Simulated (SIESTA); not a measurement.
Runs of SIESTA 5.4.2 on Si2W. Symmetry: P6_222, No. 180, hexagonal system. The conventional cell has a = 4.617 Å, b = 4.617 Å, c = 6.653 Å, α = 90.00°, β = 90.00°, γ = 120.00°. Around W (site symmetry 222) lie 10 Si at 2.59 to 2.69 Å. Si (site symmetry 2) is surrounded by 5 Si at 2.57 to 2.69 Å and 5 W at 2.59 to 2.69 Å. Measurements of this composition are mostly on another form, of space group No. 139.

| task | level | potentials or basis | k mesh | gap on the mesh (eV) | pressure (GPa) | V0 of scaled cells (Å³/atom) | B0 (GPa) |
| --- | --- | --- | --- | --- | --- | --- | --- |
| band structure | LDA | PseudoDojo 0.4 standard (LDA files), DZP (energy shift 0.003 Ry; two zetas on semicore shells) | 7 × 7 × 4 | (a) | -8.2 | - | - |
| equation of state | PBEsol | PseudoDojo 0.4 standard (PBEsol files), DZP (energy shift 0.003 Ry; two zetas on semicore shells) | 5 × 5 × 3 | - | - | 13.39 | 231 |
| band structure | PBEsol | PseudoDojo 0.4 standard (PBEsol files), DZP (energy shift 0.003 Ry; two zetas on semicore shells) | 7 × 7 × 4 | 0.29 | -4.1 | - | - |
| equation of state | LDA | PseudoDojo 0.4 standard (LDA files), DZP (energy shift 0.003 Ry; two zetas on semicore shells) | 5 × 5 × 3 | - | - | (b) | 238 |

Alike in all rows: no spin polarisation; cell as given; smearing fermi-dirac 0.05 eV; grid cutoff 800 Ry; energy shift 0.003 Ry.

Q: Estimate the missing entries.

A: (a) 0.27; (b) 13.14.

Caveats: short orbitals over semicore shells can move pressures by several GPa; the basis of atomic orbitals isn't converged, which shifts pressures, moduli and gaps; spin-orbit coupling is left out, which moves the levels of the heavy elements (some runs); the mesh misses the band edges, which the band path finds closer together (some runs); the cell was scaled at fixed shape and fractional positions, which overstates the stiffness of a crystal with free parameters, most of all of layers and chains (some runs).

A k mesh can miss the band edges, and the runs leave out spin-orbit coupling on W.

Not every run made on this cell is shown here.
